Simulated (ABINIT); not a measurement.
A run of ABINIT 10.8.3 (patched build):

run.abi

```
# Pseudopotentials
pp_dirpath "./"
pseudos "56_Ba_10_2.8_2.8_pbe_n_v1.0.psp8, 22_Ti_12_2.0_2.8_pbe_n_v1.0.psp8, 08_O_6_1.2_1.4_pbe_n_v1.0.psp8"

# Structure
acell 7.5702428553 7.5702428553 7.5702428553
rprim
     1.0000000000     0.0000000000     0.0000000000
     0.0000000000     1.0000000000     0.0000000000
     0.0000000000     0.0000000000     1.0000000000
ntypat 3
znucl 56 22 8
natom 5
typat 1 2 3 3 3
xred
     0.5000000000     0.5000000000     0.5000000000
     0.0000000000     0.0000000000     0.0000000000
     0.0000000000     0.0000000000     0.5000000000
     0.0000000000     0.5000000000     0.0000000000
     0.5000000000     0.0000000000     0.0000000000

# Plane-wave basis
ecut 35.0

# k points
kptopt 1
ngkpt 5 5 5
nshiftk 1
shiftk 0.0 0.0 0.0

# Exchange and correlation
ixc 11

# Bands and occupations
nband 24
occopt 3
tsmear 0.05 eV

# SCF cycle
nstep 100
tolvrs 1.0e-10

# Output
iomode 3
prtwf 0
prteig 0
prtebands 0
prtden 1
prtvha 1
prtvclmb 1
prtpot 1
prtelf 1
```

Potentials or basis: SPMS NC PBE v1.0.

Run with:

```console
$ abinit run.abi > log 2>&1
```

Hardware: 1 thread of Intel(R) Xeon(R) Platinum 8259CL CPU @ 2.50GHz (Skylake/Cascade Lake), with other jobs on the host.

**Question.** How long does it take, and how much memory?

**Answer.** It took 77 s on 1 thread of Intel(R) Xeon(R) Platinum 8259CL CPU @ 2.50GHz (Skylake/Cascade Lake), with other jobs on the host, peak memory 0.09 GiB. Counts: scf iterations 14, mpi ranks 1, k points 10, bands 24, plane waves 4305.
